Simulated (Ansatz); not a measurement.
# Co (P6_3/mmc)

All numbers below come from DFT PBE, scalar-relativistic, plane waves, PAW in Ansatz 0.2.0.

Plane waves to 420 eV, a k mesh through Γ of 21×21×6 on the computed 4-atom cell and Gaussian smearing (0.10 eV); collinear spin from starting moments 1.88 1.9 1.88 1.9 μB.

The structure is relaxed at this level of theory with its symmetry kept.

```xyz
4
Lattice="2.4941 0.0000 0.0000 -1.2471 2.1600 0.0000 0.0000 0.0000 8.0880" Properties=species:S:1:pos:R:3 pbc="T T T"
Co    0.0000    0.0000    0.0000
Co    0.0000    1.4400    2.0220
Co    0.0000    0.0000    4.0440
Co    1.2471    0.7200    6.0660
```

| Property | Result |
| --- | --- |
| Space group | P6_3/mmc (No. 194) |
| Volume per atom | 73.5 bohr³ |
| Formation energy from the elements' standard states (uncorrected) | +0.005 eV/atom |
| Kohn–Sham band gap | none (metal) |
| Density of states at the Fermi level | 3.49 states/eV per cell |
| Löwdin character within 0.5 eV of the Fermi level | Co 3d 91 % |
| Bulk modulus | 211 GPa |
| Its pressure derivative | 4.5 |
| Bader charges (e) | Co (2 in the cell) -0.01, Co (2 in the cell) 0.01 |
| Total moment | 6.58 μB per cell |
| Site moments (μB; atoms counted from 1 over the whole cell) | Co (atom 1) 1.71, Co (atom 2) 1.73, Co (atom 3) 1.71, Co (atom 4) 1.73 |

Only this magnetic start was tried.